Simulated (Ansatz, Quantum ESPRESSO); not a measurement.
# TiB2: changing the pressure

The cell as given:

It takes space group P6/mmm (No. 191, hexagonal). The conventional cell has a = 3.029 Å, b = 3.029 Å, c = 3.228 Å, α = 90.00°, β = 90.00°, γ = 120.00°. Ti (site symmetry 6/mmm) has 12 B at 2.38 Å as nearest neighbours. Around B (site symmetry -6m2) lie 3 B at 1.75 Å.

Kept alike: task relaxation of cell and atoms; functional PBEsol; k mesh 10 × 10 × 8; occupations fermi-dirac, width 0.05 eV; no spin polarisation. Program: Ansatz, all-electron LAPW, scalar-relativistic. The mesh is that of the run's cell of 3 atoms. No spin-orbit coupling.

| run | volume (Å³/atom) | first edge of the run's cell (Å) | third edge of the run's cell (Å) |
| --- | --- | --- | --- |
| A | 8.223 | 3.000 | 3.165 |
| B | 7.618 | 2.934 | 3.066 |
| C | 7.834 | 2.958 | 3.102 |
| D | 8.083 | 2.985 | 3.142 |
| E | 8.375 | 3.016 | 3.189 |

The relaxations keep at least the cell's symmetry (P6/mmm). The runs follow the start's structure, whether or not it is the stable one at these pressures. P is the pressure aimed at, which the runs meet within some hundredths to tenths of a GPa.

**Question.** The runs differ in the pressure alone: 0; 5; 10; 20; 30 GPa. Which run is which?

**Answer.** Run A is 5 GPa; run B is 30 GPa; run C is 20 GPa; run D is 10 GPa; run E is 0 GPa. The volume falls from 8.375 to 7.618 Å³/atom between 0 and 30 GPa. The volume falls ever more slowly, since the solid stiffens under load. At the pressures aimed at, which the runs meet within some tenths of a GPa, the step from 0 to 5 GPa gives a mean bulk modulus near 273 GPa, the last step 358 GPa. A twin series (Quantum ESPRESSO, GBRV 1.5 PBEsol) moves it by -0.7597 between 0 and 30, against -0.7570 Å³/atom here. The first edge of the run's cell falls from 3.016 to 2.934 Å between 0 and 30 GPa. A twin series (Quantum ESPRESSO, GBRV 1.5 PBEsol) moves it by -0.0828 between 0 and 30, against -0.0826 Å here. The third edge of the run's cell falls from 3.189 to 3.066 Å between 0 and 30 GPa. A twin series (Quantum ESPRESSO, GBRV 1.5 PBEsol) moves it by -0.1231 between 0 and 30, against -0.1228 Å here.
